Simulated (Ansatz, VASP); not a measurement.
# Zr: VASP beside Ansatz

```
Zr
1.0
     3.11067    0.00000    0.00000
    -1.55534    2.69392    0.00000
     0.00000    0.00000    5.04589
Zr
2
Direct
  0.33333 0.66667 0.25000
  0.66667 0.33333 0.75000
```

Alike in both runs: functional PBE; k mesh 14 × 14 × 8; occupations fermi-dirac, width 0.05 eV; no spin polarisation.

Ansatz relaxed the structure, and its values are those at the end. VASP's run is a single point on that final structure, the one shown.

|  | VASP | Ansatz |
| --- | --- | --- |
| version | VASP 6.6.1 | Ansatz 0.2.0 |
| potentials or method | VASP PAW PBE potentials, release 64 (Zr_sv), cutoff 520 eV | all-electron LAPW, scalar-relativistic |

|  | VASP | Ansatz | Ansatz less VASP |
| --- | --- | --- | --- |
| pressure (GPa) | 11.0 | 11.0 | +0.01 |

Ansatz ran all-electron here, so the differences hold the error of VASP's frozen core and of both bases.
